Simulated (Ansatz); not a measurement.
Runs of Ansatz 0.2.0 on Ta2N. The structure is trigonal, space group P-3m1 (No. 164). The conventional cell has a = 3.113 Å, b = 3.113 Å, c = 4.870 Å, α = 90.00°, β = 90.00°, γ = 120.00°. Around Ta (site symmetry 3m) lie 3 N at 2.18 Å. Around N (site symmetry -3m) lie 6 Ta at 2.18 Å. The cell comes from a database or a generator and needn't be the stable form of this composition.

```tsv
task	level	spin	U	cell	hubbard projectors	double counting	points for each segment of the path	target pressure (GPa)	gap on the mesh (eV)	pressure (GPa)	relaxed volume (Å³/atom)
relaxation of cell and atoms	PBEsol+U	off	Ta d U = 4 eV	relaxed	ortho-atomic (the default)	fll (the default)	-	-	none	0.0	(b)
band structure	PBEsol	SOC, no magnetisation	-	as given	-	-	14	-	none	(a)	-
relaxation of cell and atoms	PBEsol	off	-	relaxed to 20 GPa	-	-	-	20	none	20.0	-
relaxation of cell and atoms	PBEsol	off	-	relaxed to 10 GPa	-	-	-	10	none	10.0	-
relaxation of cell and atoms	PBEsol	off	-	relaxed to 2 GPa	-	-	-	2	none	2.0	-
relaxation of cell and atoms	PBEsol+U	off	Ta d U = 3 eV	relaxed	ortho-atomic (the default)	fll (the default)	-	-	none	0.0	13.26
relaxation of cell and atoms	PBEsol+U	off	Ta d U = 2 eV	relaxed	ortho-atomic (the default)	fll (the default)	-	-	none	0.0	13.24
relaxation of cell and atoms	PBEsol+U	off	Ta d U = 6 eV	relaxed	ortho-atomic (the default)	fll (the default)	-	-	none	0.0	13.38
```

Alike in all rows: potentials or basis Ansatz PAW; k mesh 10 × 10 × 6; cutoff (eV) 420; smearing fermi-dirac 0.05 eV.

Q: Fill in the values left out.

A: (a) -9.5; (b) 13.29.

Caveats: the PAW data sets come from PBE, with cores solved anew for the run's functional, which leaves a small shift of forces and pressure; the plane-wave basis is chosen anew once the cell has moved, so the energies of steps on either side of that aren't comparable (some runs); U without spin polarisation on a metal has little footing (some runs).

A k mesh can miss the band edges, and rows without SOC leave out spin-orbit coupling on Ta.

A gap of «none» marks a metal or a gap under the smearing width.
